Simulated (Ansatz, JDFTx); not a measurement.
This is a calculation of W (Tungsten) for JDFTx 1.7.0 (patched build). 

W.in

```
include W.lattice
coords-type Lattice
include W.ionpos

ion-species pseudo/W.upf
elec-cutoff 35
elec-ex-corr lda-PW
kpoint-folding 12 12 12
elec-smearing Gauss 0.00091873305
elec-n-bands 13
electronic-SCF nIterations 100 energyDiffThreshold 1e-09
electronic-minimize nIterations 30 energyDiffThreshold 1e-7
converge-empty-states yes
forces-output-coords Cartesian

dump-name run.$VAR
dump End Ecomponents EigStats BandEigs Kpoints Forces Stress
```

The input W.lattice:

```
lattice \
   -2.9901986847     2.9901986847     2.9901986847 \
    2.9901986847    -2.9901986847     2.9901986847 \
    2.9901986847     2.9901986847    -2.9901986847
```

W.ionpos

```
ion W      0.0000000000     0.0000000000     0.0000000000 1
```

Potentials or basis: PseudoDojo-SR-LDA-0.4.1-standard with smoothed tails.

Run with:

```bash
$ jdftx -c 1 -i W.in -o W.out
```

Question: What does the same run look like in Ansatz 0.2.0? Potentials or basis there: all-electron LAPW, scalar-relativistic.

Answer: As run (cutoffs and basis follow the program's own potentials, and thresholds, step limits or extra output files can differ):

File input.yaml:

```yaml
crystal:
  lattice:
    - [-1.582345, 1.582345, 1.582345]
    - [1.582345, -1.582345, 1.582345]
    - [1.582345, 1.582345, -1.582345]
  atoms:
    - { symbol: W, position: [0.0, 0.0, 0.0] }
kpoints:
  mp_grid: { grid: [12, 12, 12] }
scf:
  occupations: { method: gaussian, width: 0.05 }
hamiltonian:
  xc: lda
  pseudopotentials: { kind: all_electron, lapw: { basis_error: 0.001 } }
output:
  forces: true
  stress: true
  eigenvalues: true
```

Potentials or basis: all-electron LAPW, scalar-relativistic.

Run with:

```sh
$ ansatz run input.yaml --threads 1 --pin off --max-ram 3072MiB --backend cpu --events-out ev --progress --plain --runs-dir out
```

Both were run:

|  | JDFTx | Ansatz |
| --- | --- | --- |
| Pressure | -9.9 GPa | -9.0 GPa |

Where Ansatz's input types no cutoff or centring, it takes its own default and a Γ-centred mesh.

The two programs' LDA may be different fits to the electron gas.

Pressure is positive in compression.
